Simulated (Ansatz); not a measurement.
Input and command of a plane-wave DFT calculation in Ansatz:

```yaml
crystal:
  lattice:
    - [4.7631470489, -0.0875990215, -0.0584957935]
    - [-0.0875990215, 4.795583549, 0.1109861689]
    - [-0.0393449917, 0.0746506652, 3.2114866559]
  atoms:
    - { symbol: Sn, position: [-0.0015080286, -0.0016289385, -0.0102571801] }
    - { symbol: Sn, position: [0.4948904724, 0.4980243515, 0.4874712988] }
    - { symbol: O, position: [0.3006579303, 0.310894461, 0.0011589709] }
    - { symbol: O, position: [0.2029485838, 0.8083849072, 0.5052741731] }
    - { symbol: O, position: [0.6957178291, 0.6926840734, 0.0204746481] }
    - { symbol: O, position: [0.8072932129, 0.1916411454, 0.4958780892] }
basis:
  ecutwfc: 420
kpoints:
  mp_grid: { grid: [6, 6, 8] }
hamiltonian:
  xc: lda
scf:
  occupations: { method: gaussian, width: 0.05 }
output:
  forces: true
  stress: true
  eigenvalues: true
```

```bash
ansatz run input.yaml --threads 2 --pin off --max-ram 5120MiB --backend cpu --events-out ev --progress --plain --runs-dir out
```

Processor: Intel(R) Xeon(R) 6975P-C (Granite Rapids), 2 threads, on a host shared with other jobs.

Task: How long does it run, and how much memory does it take?

Result: About 8.2 s on 2 threads of Intel(R) Xeon(R) 6975P-C (Granite Rapids), on a shared host, peak memory 0.52 GiB. It solves 32 bands at 148 k points (the mesh reduced by the symmetry that the task leaves, which can be less than the crystal's) with about 1445 plane waves, in 8 SCF iterations.
